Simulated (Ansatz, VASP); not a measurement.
Two plane-wave programs on InP

INCAR

```
SYSTEM = InP
PREC     = Accurate       ! precision mode
ENCUT    = 520            ! plane-wave cutoff, eV
EDIFF    = 1E-8           ! SCF threshold, eV
ISMEAR   = -1             ! smearing method
SIGMA    = 0.08           ! smearing width, eV
LREAL    = .FALSE.        ! projectors in reciprocal space
LASPH    = .TRUE.         ! aspherical terms in the spheres
NELM     = 100            ! most SCF steps
ALGO     = Normal         ! electronic algorithm
ISIF     = 2              ! what is computed and relaxed
LWAVE    = .FALSE.        ! write WAVECAR
LCHARG   = .FALSE.        ! write CHGCAR
LEFG     = .TRUE.       
NBANDS   = 16             ! bands
```

Contents of KPOINTS:

```
regular mesh
0
G
  12 12 12
  0 0 0
```

The input POSCAR:

```
InP
1.0
    0.0000000000      3.0190925226      3.0190925226
    3.0190925226      0.0000000000      3.0190925226
    3.0190925226      3.0190925226      0.0000000000
In P
1 1
Direct
    0.0000000000      0.0000000000      0.0000000000
    0.2500000000      0.2500000000      0.2500000000
```

Input for Ansatz:

```yaml
crystal:
  lattice:
    - [0.0, 3.0190925226, 3.0190925226]
    - [3.0190925226, 0.0, 3.0190925226]
    - [3.0190925226, 3.0190925226, 0.0]
  atoms:
    - { symbol: In, position: [0.0, 0.0, 0.0] }
    - { symbol: P, position: [0.25, 0.25, 0.25] }
kpoints:
  mp_grid: { grid: [12, 12, 12] }
scf:
  occupations: { method: fermi_dirac, width: 0.08 }
hamiltonian:
  xc: lda
  pseudopotentials: { kind: paw }
output:
  forces: true
  stress: true
  eigenvalues: true
  efg: { contact_densities: true }
```

Change from the starting cell: functional lda, volume scaled by 1.04, PAW files.

Alike in both runs: task electric field gradients; functional LDA; k mesh 12 × 12 × 12; occupations fermi-dirac, width 0.08 eV; no spin polarisation.

```csv
,VASP,Ansatz
version,VASP 6.6.1,Ansatz 0.2.0
potentials or method,"VASP PAW LDA potentials, release 64 (In_d, P)","PAW with Ansatz's default frozen-core files, scalar-relativistic"
plane-wave cutoff (eV),520,420
valence electrons in the cell,18,18
```

```tsv
	VASP	Ansatz	Ansatz less VASP
pressure (GPa)	-5.9	-5.9	0.00
Vzz of the field gradient on the site that differs most (V/Å²)	0.0	0.0	0.00
```

Ansatz warned: «gradients_without_spin_orbit».
